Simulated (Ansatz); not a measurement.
HfO₂ (P2_1/c): zone-centre phonons and dielectric response

Perturbation theory with PBEsol in Ansatz 0.2.0 on the PBEsol cell, ground state and force constants on a 4×4×4 mesh. No spin polarisation and no zero-point or thermal motion.

It is monoclinic, P2_1/c (No. 14); conventional cell a = 5.096 Å, b = 5.177 Å, c = 5.272 Å, β = 99.6°, 11.43 Å³ an atom. Hf is surrounded by 7 O at 2.04–2.23 Å; O is surrounded by 4 Hf at 2.14–2.23 Å; O is surrounded by 3 Hf at 2.04–2.13 Å.

```yaml
crystal:
  lattice:
    - [5.09613, 0.00000, -0.01291]
    - [0.00000, 5.17662, 0.00000]
    - [-0.86817, 0.00000, 5.19959]
  atoms:
    - { symbol: Hf, position: [0.27713, 0.04298, 0.20817] }
    - { symbol: Hf, position: [0.72287, 0.54298, 0.29183] }
    - { symbol: Hf, position: [0.72287, 0.95702, 0.79183] }
    - { symbol: Hf, position: [0.27713, 0.45702, 0.70817] }
    - { symbol: O, position: [0.44718, 0.75815, 0.47994] }
    - { symbol: O, position: [0.55282, 0.25815, 0.02006] }
    - { symbol: O, position: [0.55282, 0.24185, 0.52006] }
    - { symbol: O, position: [0.44718, 0.74185, 0.97994] }
    - { symbol: O, position: [0.07108, 0.33705, 0.34114] }
    - { symbol: O, position: [0.92892, 0.83705, 0.15886] }
    - { symbol: O, position: [0.92892, 0.66295, 0.65886] }
    - { symbol: O, position: [0.07108, 0.16295, 0.84114] }
```

Optical modes without the longitudinal term:

| ω (cm⁻¹) | degeneracy | IR intensity, summed over the level ((D/Å)²/amu) |
| --- | --- | --- |
| 116 | 1 | 0.00 |
| 127 | 1 | 0.00 |
| 130 | 1 | 0.04 |
| 130 | 1 | 0.00 |
| 144 | 1 | 0.00 |
| 163 | 1 | 0.00 |
| 179 | 1 | 0.88 |
| 227 | 1 | 19.48 |
| 238 | 1 | 0.00 |
| 246 | 1 | 0.28 |
| 250 | 1 | 0.00 |
| 250 | 1 | 16.80 |
| 310 | 1 | 62.99 |
| 324 | 1 | 0.00 |
| 325 | 1 | 0.00 |
| 331 | 1 | 26.57 |
| 343 | 1 | 36.70 |
| 376 | 1 | 0.00 |
| 385 | 1 | 42.27 |
| 391 | 1 | 0.00 |
| 401 | 1 | 28.49 |
| 482 | 1 | 0.00 |
| 490 | 1 | 13.44 |
| 501 | 1 | 0.00 |
| 502 | 1 | 19.88 |
| 538 | 1 | 0.00 |
| 557 | 1 | 0.00 |
| 592 | 1 | 13.58 |
| 617 | 1 | 0.00 |
| 641 | 1 | 0.04 |
| 652 | 1 | 0.00 |
| 719 | 1 | 15.62 |
| 756 | 1 | 0.00 |

The zone-centre optical frequencies run from 116 to 756 cm⁻¹, none imaginary (the rest of the zone wasn't tested). With the long-range field the highest mode reaches 790 cm⁻¹. Of the real levels 15 are infrared active, the strongest at 310 cm⁻¹.

ε∞: a tensor with principal values 4.69, 5.06, 5.10. With the ions relaxed, ε⁰ is a tensor with principal values 14.9, 18.8, 20.9. Born charges, averaged over directions: Hf +5.15, O -2.60 to -2.55 e.

For comparison, on the r2SCAN cell the mean ε∞ is 4.86 with PBE (ground state on 4×4×4; least gap 4.09 eV).

Spin-orbit coupling is left out, which matters wherever the heavy atoms make up the band edges.
